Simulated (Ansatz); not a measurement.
TePb: electron localisation function with revPBE0+D3(BJ)-ATM

Crystal: TePb.

```xyz
2
Lattice="0.0000 3.2310 3.2310 3.2310 0.0000 3.2310 3.2310 3.2310 0.0000" Properties=species:S:1:pos:R:3 pbc="T T T"
Pb    0.0000    0.0000    0.0000
Te    3.2310    3.2310    3.2310
```

* Program: Ansatz 0.2.0
* Task: electron localisation function
* Functional: revPBE0
* Dispersion: D3(BJ)-ATM
* Potentials or basis: Ansatz PAW
* Cutoff: 420 eV (not typed: the program's choice for these potentials)
* k mesh: 5 × 5 × 5
* Occupations: gaussian, width 0.02 eV
* Spin: spin-orbit coupling, no magnetisation

```yaml
Pressure: -1.6 GPa
```

Levels at points of the mesh, in eV from the Fermi level:
| k point | band 28 | band 29 | band 30 | band 31 | band 32 | band 33 |
| --- | --- | --- | --- | --- | --- | --- |
| (0.00, 0.00, 0.00) | -1.84 | -1.84 | -1.84 | 3.28 | 3.28 | 5.53 |

Wall time 5 min on 1 thread of AMD EPYC 7B13 (Zen 3), with other jobs on the host, peak memory 2 GiB.

Caveat: this odd mesh misses L, where the gap lies, so gap, dielectric constants and Born charges aren't listed; the PAW data sets come from PBE, with cores solved anew for the run's functional, which leaves a small shift of forces and pressure; the thresholds are loose for stress.
